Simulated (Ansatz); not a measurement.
Set up this calculation in Ansatz 0.2.0, as the native input.

* Task: single point
* Functional: PBE
* Potentials or basis: Ansatz PAW
* Cutoff: 420 eV (not typed: the program's choice for these potentials)
* k mesh: 13 × 13 × 13
* Occupations: gaussian, width 0.026 eV
* Spin: no spin polarisation

Crystal: BN.

```xyz
2
Lattice="0.0000 1.8130 1.8130 1.8130 0.0000 1.8130 1.8130 1.8130 0.0000" Properties=species:S:1:pos:R:3 pbc="T T T"
N     0.9065    0.9065    0.9065
B     0.0000    0.0000    0.0000
```

The cell is a database's computed one.

One way to write it, as run:

input.yaml

```yaml
crystal:
  lattice:
    - [0.0, 1.813001, 1.813001]
    - [1.813001, 0.0, 1.813001]
    - [1.813001, 1.813001, 0.0]
  atoms:
    - { symbol: "N", position: [0.25, 0.25, 0.25] }
    - { symbol: B, position: [0.0, 0.0, 0.0] }
hamiltonian:
  xc: pbe
  pseudopotentials: { kind: paw }
kpoints:
  mp_grid: { grid: [13, 13, 13] }
scf:
  occupations: { method: gaussian, width: 0.026 }
output:
  forces: true
  stress: true
  eigenvalues: true
  write_density: true
  write_potential: true
  elf: true
  volumetric_format: npy
```

Potentials or basis: Ansatz PAW.

The run is started by

```bash
$ ansatz run input.yaml --threads 2 --pin off --max-ram 5632MiB --backend cpu --events-out ev --progress --plain --runs-dir out
```

Results of the run:

The pressure is -0.4 GPa. The band gap on the k mesh is 4.54 eV, indirect (least direct gap 8.79 eV).

Caveat: odd divisions of the mesh miss points on the zone boundary, where band edges often lie, so the gap on the mesh can be too wide; the pressure holds a Pulay correction of +1.1 GPa for the finite cutoff.

Run time: 0.98 s on 2 threads of Intel(R) Xeon(R) Processor @ 2.70GHz, on a shared host, peak memory 0.3 GiB.
